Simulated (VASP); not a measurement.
# Li: single point with PBE

The system is Li.

```xyz
2
Lattice="1.4932 0.8621 5.2663 -1.4932 0.8621 5.2663 0.0000 -1.7241 5.2663" Properties=species:S:1:pos:R:3 pbc="T T T"
Li    0.0000    0.0000    1.3760
Li    0.0000    0.0000   14.4228
```

The cell was built by a generator and needn't be a form met in nature.

```yaml
Program: VASP 6.6.1
Task: single point
Functional: PBE
Potentials_or_basis: VASP PAW PBE potentials, release 64 (Li_sv)
Cutoff: 520 eV
k_mesh: 21 × 21 × 21
Occupations: gaussian, width 0.1 eV
Spin: no spin polarisation
Dipole_correction: no
Further_INCAR_settings: ALGO = Fast; EDIFF = 1e-06; NBANDS = 10
```

```json
{"Band gap on the k mesh": "none (metal or under the smearing width)"}
```

Levels at points of the mesh, in eV from the Fermi level:
```tsv
k point	band 1	band 2	band 3	band 4	band 5	band 6	band 7
(0.00, 0.00, 0.00)	-46.58	-46.56	-3.52	-0.40	2.36	13.24	13.84
```

Run time: 13 min on 1 thread of Intel(R) Xeon(R) Platinum 8375C CPU @ 2.90GHz (Ice Lake), with other jobs on the host, peak memory 0.44 GiB.
